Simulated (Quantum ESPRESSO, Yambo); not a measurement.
An input for Yambo 5.3.0 (SiC (P6_3mc)):

```
HF_and_locXC
gw0
dyson
ppa
em1d
rim_cut
RandQpts= 1000000
RandGvec= 1 RL
EXXRLvcs= 74 Ry
VXCRLvcs= 296 Ry
Chimod= "HARTREE"
% BndsRnXp
 1 | 413 |
%
NGsBlkXp= 17 Ry
% LongDrXp
 0 | 0 | 1 |
%
% GbndRnge
 1 | 413 |
%
DysSolver= "n"
ExtendOut
PPAPntXp= 27.21138 eV
% QPkrange
 1 | 1 | 15 | 18 |
 3 | 3 | 15 | 18 |
%
```

```sh
OMP_NUM_THREADS=1 mpirun -n 4 yambo -F gw6.in -J gw6 -C gw6 > gw6.log
```

The stored states that it reads are on a 3×3×2 mesh. The structure is hexagonal, space group P6_3mc (No. 186). Conventional cell: a = 3.076 Å, b = 3.076 Å, c = 10.071 Å, α = 90.00°, β = 90.00°, γ = 120.00°. Nearest to Si lie 4 C at 1.88 to 1.89 Å. Nearest to C lie 4 Si at 1.88 to 1.89 Å. Nearest to C lie 4 Si at 1.88 to 1.89 Å. Farther neighbours are not listed.

Estimate wall time and host memory on 4 MPI ranks of Arm Neoverse V2, shared host.

It took 6.5 min; on shared hardware allow 3.2 min to 13 min. Peak host memory was 2.6 GiB.

The screening grows as filled bands × empty bands × pairs of k points, times the square of the screening basis for the matrix.

[Paths, hosts, dates, memory and timing lines, banners, echoed tables and standing remarks are left out of the program output.]

[Logs are printed without paths, hosts, clocks, repeated set-up lines and the standing remarks that a program may print on its own settings, such as how far it seeks lower states.]

[Runs of the session that timed out or met a known fault of the program may be left out.]

[Hosts, paths, dates, database ids (printed as entryN), source tags and the programs' standing remarks are cut or masked in the printed files.]
